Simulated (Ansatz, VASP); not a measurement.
**One calculation of Na, two programs**

File INCAR:

```
ALGO     = Normal         # electronic algorithm
EDIFF    = 1E-6           # SCF threshold, eV
ENCUT    = 520            # plane-wave cutoff, eV
GGA      = PS             # functional
ISIF     = 2              # what is computed and relaxed
ISMEAR   = -1             # smearing method
LASPH    = True           # aspherical terms in the spheres
LCHARG   = False          # write CHGCAR
LREAL    = False          # projectors in reciprocal space
LWAVE    = False          # write WAVECAR
NBANDS   = 14             # bands
NELM     = 80             # most SCF steps
PREC     = Accurate       # precision mode
SIGMA    = 0.08           # smearing width, eV
```

File KPOINTS:

```
k-points
0
Gamma
  9 9 9
```

Contents of POSCAR:

```
Na
1.0
    0.0000000000      3.7405938466      3.7405938466
    3.7405938466      0.0000000000      3.7405938466
    3.7405938466      3.7405938466      0.0000000000
Na
2
Direct
   -0.1250000000     -0.1250000000     -0.1250000000
    0.1250000000      0.1250000000      0.1250000000
```

Input for Ansatz:

```yaml
crystal:
  lattice:
    - [0.0, 3.7405938466, 3.7405938466]
    - [3.7405938466, 0.0, 3.7405938466]
    - [3.7405938466, 3.7405938466, 0.0]
  atoms:
    - { symbol: Na, position: [-0.125, -0.125, -0.125] }
    - { symbol: Na, position: [0.125, 0.125, 0.125] }
kpoints:
  mp_grid: { grid: [9, 9, 9] }
  band_path:
    path:
      - [0.0, 0.0, 0.0]
      - [0.5, 0.0, 0.5]
      - [0.625, 0.25, 0.625]
      - [0.375, 0.375, 0.75]
      - [0.0, 0.0, 0.0]
      - [0.5, 0.5, 0.5]
      - [0.5, 0.25, 0.75]
      - [0.5, 0.0, 0.5]
    npoints: 8
scf:
  occupations: { method: fermi_dirac, width: 0.08 }
hamiltonian:
  xc: pbesol
  pseudopotentials: { kind: paw }
output:
  forces: true
  stress: true
  eigenvalues: true
  populations: true
  dos: { projected: true, de: 0.2, e_range: [-14, 8] }
```

Change from the starting cell: volume scaled by 1, PAW files.

Alike in both runs: task single point; functional PBEsol; k mesh 9 × 9 × 9; occupations fermi-dirac, width 0.08 eV; no spin polarisation.

|  | VASP | Ansatz |
| --- | --- | --- |
| version | VASP 6.6.1 | Ansatz 0.2.0 |
| potentials or method | VASP PAW PBE potentials, release 64 (Na_pv) | PAW with Ansatz's default frozen-core files, scalar-relativistic |
| plane-wave cutoff (eV) | 520 | 420 |
| valence electrons in the cell | 14 | 18 |

|  | VASP | Ansatz | Ansatz less VASP |
| --- | --- | --- | --- |
| pressure (GPa) | 0.0 | 0.0 | +0.01 |

The functional is the same, so the differences come from potentials, cutoffs and numerics. The two sets of potentials don't hold the same shells in valence.

Caveats: the PAW data sets were made with another functional, which shifts forces and pressure a little (VASP).
